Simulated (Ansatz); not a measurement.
Equation of state of palladium, bcc

All numbers below come from Ansatz, DFT, RPBE, plane waves (420 eV) with PAW, scalar-relativistic. (PAW data from PBE, frozen cores regenerated.)

The cell is scaled uniformly from the relaxed one, with fractional coordinates and shape fixed. Energies are extrapolated to zero smearing, pressures are those at the given smearing. Magnetic state: non-magnetic.

```json
{"V (Å³/atom)": "14.003", "E − E₀ (meV/atom)": "135.6", "P (GPa)": "26.25"}
{"V (Å³/atom)": "14.639", "E − E₀ (meV/atom)": "54.5", "P (GPa)": "15.15"}
{"V (Å³/atom)": "15.276", "E − E₀ (meV/atom)": "12.3", "P (GPa)": "6.58"}
{"V (Å³/atom)": "15.912", "E − E₀ (meV/atom)": "0.0", "P (GPa)": "-0.01"}
{"V (Å³/atom)": "16.549", "E − E₀ (meV/atom)": "10.7", "P (GPa)": "-5.07"}
{"V (Å³/atom)": "17.185", "E − E₀ (meV/atom)": "39.2", "P (GPa)": "-8.93"}
{"V (Å³/atom)": "17.822", "E − E₀ (meV/atom)": "81.0", "P (GPa)": "-11.85"}
```

(1) Fit a third-order Birch-Murnaghan equation.

Answers

(1) V₀ = 15.91 Å³/atom, B₀ = 144 GPa, B₀′ = 5.6.
